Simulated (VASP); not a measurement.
Here is the system:

```
CELL_PARAMETERS angstrom
      0.00000     3.08608     3.08608
      3.08608     0.00000     3.08608
      3.08608     3.08608     0.00000
ATOMIC_POSITIONS crystal
  Al 0.00000 0.00000 0.00000
  Sb 0.25000 0.25000 0.25000
```

Calculation: SCAN meta-GGA, VASP's PBE PAW potentials (set 64) (plane waves; VASP). Run with 520 eV cut-off, 8×8×8 Γ-centred mesh, tetrahedra with Blöchl corrections, potentials Al Sb.

Unless said otherwise, spin-orbit coupling is left out, though it shifts the bands of the heavy elements here.

Question: Predict the energy per atom (σ→0), band gap (over mesh and band path) with the smallest direct gap where there is one.

Answer: 
```json
{
  "band gap (over mesh and band path)": "1.39 eV",
  "smallest direct gap (over mesh and band path)": "1.84 eV",
  "energy per atom (σ→0)": "-22.712 eV/atom"
}
```

Total energies compare only between runs with the same potentials, cut-off and functional.

The compound is AlSb in the zinc blende structure. It was relaxed first.
